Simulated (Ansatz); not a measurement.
# Si4Ni: the cost of one run

Program: Ansatz 0.2.0. Level of theory: DFT PBE, scalar-relativistic, plane waves, PAW. These are calculated values, not measurements.

3 further runs of the same task are left out: 3 set aside as unsound or not needed.

## 1. Starting point

The structure is cubic, space group Fd-3m (No. 227). Conventional cell: a = 5.470 Å, b = 5.470 Å, c = 5.470 Å, α = 90.00°, β = 90.00°, γ = 90.00°. Around Si (site symmetry -43m) lie 4 Si at 2.37 Å.

Coordinates:

```cif
data_structure
_symmetry_space_group_name_H-M 'P 1'
_symmetry_Int_Tables_number 1
_cell_length_a 3.8679
_cell_length_b 3.8679
_cell_length_c 3.8679
_cell_angle_alpha 60.000
_cell_angle_beta 60.000
_cell_angle_gamma 60.000
_cell_volume 40.92
loop_
_atom_site_label
_atom_site_type_symbol
_atom_site_fract_x
_atom_site_fract_y
_atom_site_fract_z
_atom_site_occupancy
Si1 Si 0.75000 0.75000 0.75000 1
Si2 Si 0.50000 0.50000 0.50000 1
```

It goes back to an entry of the Materials Project.

This cell was relaxed beforehand with the same method: volume 20.46 Å³/atom, gap on the mesh 0.65 eV.

## 2. Building the stack

9 atoms of Si2Ni (100) lie on 6 atoms of Si (100), repeated as a superlattice. The planes that meet are Si and Si at one interface, Si and Ni at the other. The film is shifted by (0.5, 0.5) of the plane's vectors.

The stack as built. Layers, bottom to top:

```csv
plane,atoms per cell,height over the lowest (Å)
1,Ni,0.00
2,Si,0.36
3,Si,1.73
4,Si,3.10
5,Si,4.46
6,Si,5.83
7,Si,7.20
8,Si2,9.48
9,Ni,10.83
10,Si2,12.19
11,Ni,13.54
12,Si2,14.90
```

## 3. The interface relaxed

input.yaml reads:

```yaml
crystal:
  lattice:
    - [3.8679403904, 0.0, 0.0]
    - [0.0, 3.8679403904, 0.0]
    - [0.0, 0.0, 16.2513093579]
  atoms:
    - { symbol: Si, position: [0.0, 0.5, 0.0307667517] }
    - { symbol: Si, position: [0.0, 0.0, 0.11491526] }
    - { symbol: Si, position: [-0.5, 0.0, 0.1990637682] }
    - { symbol: Si, position: [-0.5, -0.5, 0.2832122765] }
    - { symbol: Si, position: [-1.0, -0.5, 0.3673607847] }
    - { symbol: Si, position: [-1.0, -1.0, 0.451509293] }
    - { symbol: Si, position: [-0.5, -0.5, 0.5918056808] }
    - { symbol: Si, position: [-1.0, 0.0, 0.5918056808] }
    - { symbol: Ni, position: [-1.5, -1.0, 0.6751674827] }
    - { symbol: Si, position: [-1.0, -1.0, 0.7585292847] }
    - { symbol: Si, position: [-1.5, -0.5, 0.7585292847] }
    - { symbol: Ni, position: [-2.0, -1.5, 0.8418910866] }
    - { symbol: Si, position: [-1.5, -1.5, 0.9252528885] }
    - { symbol: Si, position: [-2.0, -1.0, 0.9252528885] }
    - { symbol: Ni, position: [-2.5, -2.0, 1.0086146905] }
basis:
  ecutwfc: 420
kpoints:
  mp_grid: { grid: [9, 9, 2] }
hamiltonian:
  xc: pbe
scf:
  occupations: { method: gaussian, width: 0.1 }
output:
  forces: true
  stress: true
  eigenvalues: true
  populations: true
  write_density: true
  write_potential: true
  elf: true
  volumetric_format: npy
relax:
  adjacent_minimum: "off"
  f_tol: 0.02
  max_steps: 70
  cell: { fix: [a, b, gamma, alpha, beta], stress_tol: 0.15 }
```

Command:

```sh
ansatz run input.yaml --threads 4 --pin off --max-ram 8192MiB --backend cpu --events-out ev --progress --plain --runs-dir out
```

**Question.** How long does this run take on 4 threads of Arm Neoverse V2, shared host, and how much memory does it need?

About 3.8 min, with a peak of 1.1 GiB.
